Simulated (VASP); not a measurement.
# B (Pm-3m) in VASP: notebook, part 2 of 2

VASP 6.6.1. The steps go on from the part before.

**3. Relaxation of cell and atoms, PBE+TS**

INCAR reads:

```
SYSTEM = B
  PREC = Accurate
  ENCUT = 600
  EDIFF = 1E-6
  ISMEAR = -1
  SIGMA = 0.05
  LREAL = .False.
  LASPH = .True.
  NELM = 80
  ALGO = Normal
  ISIF = 3
  LWAVE = .False.
  LCHARG = .False.
  GGA = PE
  IVDW = 2
  IBRION = 2
  NSW = 40
  EDIFFG = -0.005
```

KPOINTS reads:

```
regular mesh
0
Gamma
  14 14 14
  0 0 0
```

POSCAR reads:

```
B
1.0
    1.8852400000      0.0000000000      0.0000000000
    0.0000000000      1.8852400000      0.0000000000
    0.0000000000      0.0000000000      1.8852400000
B
1
Direct
    0.5000000000      0.5000000000      0.5000000000
```

Potentials or basis: VASP PAW PBE potentials, release 64 (B).

The run is started by

```sh
$ cat potpaw_PBE.64/B/POTCAR > POTCAR
$ mpirun -np 1 vasp_std > vasp.out
```

OUTCAR:

```text
SYSTEM = B
   PREC = Accurate
   ENCUT = 600
   EDIFF = 1E-6
   ISMEAR = -1
   LREAL = .False.
   LASPH = .True.
   NELM = 80
   ISIF = 3
   GGA = PE
   IVDW = 2
   IBRION = 2
   NSW = 40
   EDIFFG = -0.005
  IVDW =   2

 ion  position               nearest neighbor table
   1  0.500  0.500  0.500-

  LATTYP: Found a simple cubic cell.
 ALAT       =     1.8852400000

  Lattice vectors:

 A1 = (   1.8852400000,   0.0000000000,   0.0000000000)
 A2 = (   0.0000000000,   1.8852400000,   0.0000000000)
 A3 = (   0.0000000000,   0.0000000000,   1.8852400000)

Analysis of symmetry for initial positions (statically):
=====================================================================
 Subroutine PRICEL returns:
 Original cell was already a primitive cell.

 Routine SETGRP: Setting up the symmetry group for a
 simple cubic supercell.

 Subroutine GETGRP returns: Found 48 space group operations
 (whereof 48 operations were pure point group operations)
 out of a pool of 48 trial point group operations.

The static configuration has the point symmetry O_h .

Analysis of symmetry for dynamics (positions and initial velocities):
=====================================================================
 Subroutine PRICEL returns:
 Original cell was already a primitive cell.

 Routine SETGRP: Setting up the symmetry group for a
 simple cubic supercell.

 Subroutine GETGRP returns: Found 48 space group operations
 (whereof 48 operations were pure point group operations)
 out of a pool of 48 trial point group operations.

The dynamic configuration has the point symmetry O_h .

 Subroutine INISYM returns: Found 48 space group operations
 (whereof 48 operations are pure point group operations),
 and found     1 'primitive' translations

----------------------------------------------------------------------------------------

                                     Primitive cell

  volume of cell :       6.7004

  direct lattice vectors                    reciprocal lattice vectors
     1.885240000  0.000000000  0.000000000     0.530436443  0.000000000  0.000000000
     0.000000000  1.885240000  0.000000000     0.000000000  0.530436443  0.000000000
     0.000000000  0.000000000  1.885240000     0.000000000  0.000000000  0.530436443

  length of vectors
     1.885240000  1.885240000  1.885240000     0.530436443  0.530436443  0.530436443

  position of ions in fractional coordinates (direct lattice)
     0.500000000  0.500000000  0.500000000

  ion indices of the primitive-cell ions
   primitive index   ion index
                 1           1

----------------------------------------------------------------------------------------

 KPOINTS: regular mesh

Automatic generation of k-mesh.
 Grid dimensions read from file:
 generate k-points for:   14   14   14

 Generating k-lattice:

  Cartesian coordinates                     Fractional coordinates (reciprocal lattice)
     0.037888317  0.000000000  0.000000000     0.071428571  0.000000000  0.000000000
     0.000000000  0.037888317  0.000000000     0.000000000  0.071428571  0.000000000
     0.000000000  0.000000000  0.037888317     0.000000000  0.000000000  0.071428571

  Length of vectors
     0.037888317  0.037888317  0.037888317

  Shift w.r.t. Gamma in fractional coordinates (k-lattice)
     0.000000000  0.000000000  0.000000000

 Subroutine IBZKPT returns following result:
 ===========================================

 Found    120 irreducible k-points:

 Following reciprocal coordinates:
            Coordinates               Weight
  0.000000  0.000000  0.000000      1.000000
  0.071429  0.000000  0.000000      6.000000
  0.142857  0.000000  0.000000      6.000000
  0.214286  0.000000  0.000000      6.000000
  0.285714  0.000000  0.000000      6.000000
  0.357143  0.000000  0.000000      6.000000
[... 16 lines left out ...]
  0.285714  0.214286  0.000000     24.000000
  0.357143  0.214286  0.000000     24.000000
 [... further k-points ...]
   k-points           NKPTS =    120   k-points in BZ     NKDIM =    120   number of bands    NBANDS=      5
   number of dos      NEDOS =    301   number of ions     NIONS =      1
   total plane-waves  NPLWV =   4096
   dimension x,y,z NGX =    16 NGY =   16 NGZ =   16
   dimension x,y,z NGXF=    32 NGYF=   32 NGZF=   32
   ions per type =               1
   NGX,Y,Z   is equivalent  to a cutoff of  14.11, 14.11, 14.11 a.u.
   NGXF,Y,Z  is equivalent  to a cutoff of  28.22, 28.22, 28.22 a.u.
 SYSTEM =  B
   PREC   = accura    normal or accurate (medium, high low for compatibility)
   ISTART =      0    job   : 0-new  1-cont  2-samecut
   ICHARG =      2    charge: 1-file 2-atom 10-const
   ISPIN  =      1    spin polarized calculation?
   LNONCOLLINEAR =      F non collinear calculations
   LSORBIT =      F    spin-orbit coupling
   LASPH  =      T    aspherical Exc in radial PAW
   ENCUT  =  600.0 eV  44.10 Ry    6.64 a.u.   3.77  3.77  3.77*2*pi/ulx,y,z
   NELM   =     80;   NELMIN=  2; NELMDL= -5     # of ELM steps
   EDIFF  = 0.1E-05   stopping-criterion for ELM
   LREAL  =      F    real-space projection
   EDIFFG = -.5E-02   stopping-criterion for IOM
   NSW    =     40    number of steps for IOM
   IBRION =      2    ionic relax: 0-MD 1-quasi-New 2-CG
   NFREE  =      1    steps in history (QN), initial steepest desc. (CG)
   ISIF   =      3    stress and relaxation
   ISYM   =      2    0-nonsym 1-usesym 2-fastsym
   POTIM  = 0.5000    time-step for ionic-motion
   TEBEG  =    0.0;   TEEND  =   0.0 temperature during run
   PSTRESS=    0.0 pullay stress
   NELECT =       3.0000    total number of electrons
   NUPDOWN=      -1.0000    fix difference up-down
   EMIN   =  10.00;   EMAX   =-10.00  energy-range for DOS
   EFERMI =   0.00;   METHOD = LEGACY
   ISMEAR =    -1;   SIGMA  =   0.05  broadening in eV -4-tet -1-fermi 0-gaus
   EFERMI_NEDOS =   21; number of points for ismear=-14 and -15
   IALGO  =     38    algorithm
   IMIX   =      4    mixing-type and parameters
     AMIX     =   0.40;   BMIX     =  1.00
     AMIX_MAG =   1.60;   BMIX_MAG =  1.00
  volume/ion in A,a.u.               =       6.70        45.22
  Fermi-wavevector in a.u.,A,eV,Ry     =   1.252416  2.366723 21.341361  1.568546
  Thomas-Fermi vector in A             =   2.386317
   LORBIT       =      0    0 simple, 1 ext, 2 COOP (PROOUT), +10 PAW based schemes
   GGA     = PE    functional components
   LHFCALC =     F    Hartree Fock is set to
   AEXX    =    0.0000 exact exchange contribution
   IVDW    =     2    specifies the selected vdW correction
   LEPSILON=     F    determine dielectric tensor
   LRPA    =     F    only Hartree local field effects (RPA)
 conjugate gradient relaxation of ions
 non-spin polarized calculation
  energy-cutoff  :      600.00
  volume of cell :        6.70
 maximum number of plane-waves:       251
 NGX is ok and might be reduce to    16
   NGX =  7   NGY =  7   NGZ =  7

--------------------------------------- Ionic step        1  -------------------------------------------

 number of electron       3.0000000 magnetization

 Free energy of the ion-electron system (eV)
  ---------------------------------------------------
  ext. energy  EPLUGINS =         0.00000000
  ---------------------------------------------------
  free energy    TOTEN  =        -5.60314148 eV

  energy without entropy =       -5.59846587  energy(sigma->0) =       -5.60080368

------------------------ aborting loop because EDIFF is reached ----------------------------------------

  Tkatchenko/Scheffler method for vdW energy calculation

  Number of pair interactions contributing to vdW energy:   78204
[... 114 lines left out ...]
--------------------------------------- Ionic step        4  -------------------------------------------

 number of electron       3.0000000 magnetization

 Free energy of the ion-electron system (eV)
  ---------------------------------------------------
  ext. energy  EPLUGINS =         0.00000000
  ---------------------------------------------------
  free energy    TOTEN  =        -5.59406536 eV

  energy without entropy =       -5.58954897  energy(sigma->0) =       -5.59180717

 E-fermi :   7.3914     XC(G=0): -12.5515

 val. band max:        7.3335779853   @ k =   0.4286   0.2857   0.2857
 cond. band min:       7.4054521895   @ k =   0.4286   0.4286   0.2143
 fundamental gap:      0.0718742042
 Fermi energy:         7.3913865655

 k-point     1 :       0.0000    0.0000    0.0000
  band No.  band energies     occupation
      1      -8.7395      2.00000
      2      21.5088      0.00000
      3      21.5088      0.00000
      4      21.5088      0.00000
      5      32.0012      0.00000
[... 177 lines left out ...]
 k-point    24 :       0.3571    0.2143    0.0000
  band No.  band energies     occupation
      1      -2.7679      2.00000
      2       6.8422      1.99997
      3      17.7629      0.00000
      4      25.7182      0.00000
      5      30.1324      0.00000

 [... further k-points ...]

------------------------ aborting loop because EDIFF is reached ----------------------------------------

  Hirshfeld charges:
            ion         q(e)
   ------------------------------
      1     B        0.00000000

  Tkatchenko/Scheffler method for vdW energy calculation

  Number of pair interactions contributing to vdW energy:   81216

  Edisp (eV):   -0.36167
[... 24 lines left out ...]
  FREE ENERGIE OF THE ION-ELECTRON SYSTEM (eV)
  ---------------------------------------------------
  free  energy   TOTEN  =        -5.9557310925 eV

  energy  without entropy=       -5.9512147007  energy(sigma->0) =       -5.95347290

 reached required accuracy - stopping structural energy minimisation
```

OSZICAR:

```text
N       E                     dE             d eps       ncg     rms          rms(c)
DAV:   1    -0.120205186080E+01   -0.12021E+01   -0.14419E+03  1255   0.479E+02
DAV:   2    -0.560089799198E+01   -0.43988E+01   -0.38269E+01  1595   0.645E+01
DAV:   3    -0.561837313914E+01   -0.17475E-01   -0.17394E-01  1330   0.440E+00
DAV:   4    -0.561837618432E+01   -0.30452E-05   -0.30455E-05  1570   0.534E-02
[... 16 lines left out ...]
DAV:   4    -0.559453485065E+01    0.10590E-06   -0.59337E-08   660   0.345E-03
   3 F= -.59557311E+01 E0= -.59534710E+01  d E =-.823877E-02
       N       E                     dE             d eps       ncg     rms          rms(c)
DAV:   1    -0.559406560381E+01    0.46935E-03   -0.73849E-05  1280   0.104E-01    0.537E-03
DAV:   2    -0.559406536472E+01    0.23909E-06   -0.13544E-07   715   0.463E-03
   4 F= -.59557311E+01 E0= -.59534729E+01  d E =-.823880E-02
```

CONTCAR:

```text
B
   1.00000000000000
     1.8595471544545290   -0.0000000000000000   -0.0000000000000000
    -0.0000000000000000    1.8595471544545290    0.0000000000000000
    -0.0000000000000000   -0.0000000000000000    1.8595471544545288
  B
     1
Direct
     0.5000000000000000    0.5000000000000000    0.5000000000000000

  0.00000000E+00  0.00000000E+00  0.00000000E+00
```

It used 7.9 s of CPU time on 1 thread of AMD EPYC 7R13 Processor (Zen 3) (shared host), which was overloaded at the time.

Results:

```
Free energy                            : -5.9557 eV
Relaxed volume                         : 6.43 Å³/atom
Relaxed cell                           : a = 1.860 Å, b = 1.860 Å, c = 1.860 Å, α = 90.00°, β = 90.00°, γ = 90.00°
Space group after relaxing (to 0.05 Å) : Pm-3m (No. 221)
Energy gained by relaxing              : 8.2 meV/atom
Ionic steps                            : 4
Pressure after relaxing                : 0.0 GPa
Band gap on the k mesh                 : none (metal or under the smearing width)
Dispersion energy per atom             : -0.362 eV
```

The path:
```csv
step,energy change (eV),largest force (eV/Å),pressure (GPa),volume (Å³)
1,0.0000,0.0000,-9.86,6.70
2,-0.0062,0.0000,5.16,6.31
3,-0.0082,0.0000,-0.29,6.44
4,-0.0082,0.0000,-0.02,6.43
```

Final structure:
```
B
1.0
     1.85955    0.00000    0.00000
     0.00000    1.85955    0.00000
     0.00000    0.00000    1.85955
B
1
Direct
  0.50000 0.50000 0.50000
```

Caveat: atom-pairwise D2, TS and ULG terms overbind metals; pairwise dispersion overbinds metals, which lowers pressure and volume.

**4. For comparison**

An earlier run on the cell as given: functional PBE; potentials or basis VASP PAW PBE potentials, release 64 (B); cutoff 520 eV; k mesh 14 × 14 × 14; occupations fermi-dirac, width 0.05 eV; no spin polarisation.

- Pressure: 0.4 GPa
- Band gap on the k mesh: none (metal or under the smearing width)

**5. Summary**

```tsv
task	level	cell	cutoff (eV)	gap on the mesh (eV)	pressure (GPa)	relaxed volume (Å³/atom)
relaxation of cell and atoms	PBE+D4	relaxed	600	none	0.0	6.56
relaxation of cell and atoms	PBE+TS	relaxed	600	none	0.0	6.43
single point	PBE	as given	520	none	0.4	-
```

Alike in all rows: potentials or basis VASP PAW PBE potentials, release 64 (B); no spin polarisation; k mesh 14 × 14 × 14; smearing fermi-dirac 0.05 eV.

Caveats: pairwise dispersion overbinds metals, which lowers pressure and volume (some runs); atom-pairwise D2, TS and ULG terms overbind metals (some runs).

Absolute energies hang on the potentials; compare differences alone.
